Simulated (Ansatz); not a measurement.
Ti3Ni under changes of volume

One of the cells (15.235 Å³/atom); the others are scaled copies at fixed shape and fractional positions:

```xyz
4
Lattice="3.9352 0.0000 0.0000 0.0000 3.9352 0.0000 0.0000 0.0000 3.9352" Properties=species:S:1:pos:R:3 pbc="T T T"
Ni    0.0000    0.0000    0.0000
Ti    1.9676    1.9676    0.0000
Ti    1.9676    0.0000    1.9676
Ti    0.0000    1.9676    1.9676
```

The cell comes from a database or a generator and needn't be the stable form of this composition.

- Program: Ansatz 0.2.0
- Functional: LDA
- Potentials or basis: Ansatz PAW
- Cutoff: 420 eV (not typed: the program's choice for these potentials)
- k mesh: 7 × 7 × 7
- Occupations: fermi-dirac, width 0.05 eV
- Spin: collinear spin, ferromagnetic start
- Starting moments: [1.0, 1.0, 1.0, 1.0] μB

```tsv
volume (Å³/atom)	energy over the lowest point (meV/atom)	pressure (GPa)
14.321	0.00	-2.3
14.625	7.34	-5.1
14.930	19.79	-7.6
15.235	36.83	-9.9
15.539	58.00	-12.0
15.844	?	?
16.149	111.12	-15.5
```

Problem. What does the run at 15.844 Å³/atom give?

Solution. Energy over the lowest point 82.89 meV/atom; pressure -13.9 GPa.

Worked out: A Birch-Murnaghan fit of order 3 (a polynomial in V^(-2/3)) to the other rows has its minimum at 14.08 Å³/atom, just outside them, with B0 = V·E''(V) = 150 GPa and B' = 4.0. It gives 82.88 meV/atom at 15.844 Å³/atom, against the run's 82.89, and -dE/dV = -14.0 GPa, against -13.9.

Energies are extrapolated to zero smearing.

Caveats: the PAW data sets come from PBE, with cores solved anew for the run's functional, which leaves a small shift of forces and pressure; the starting moments weren't kept.
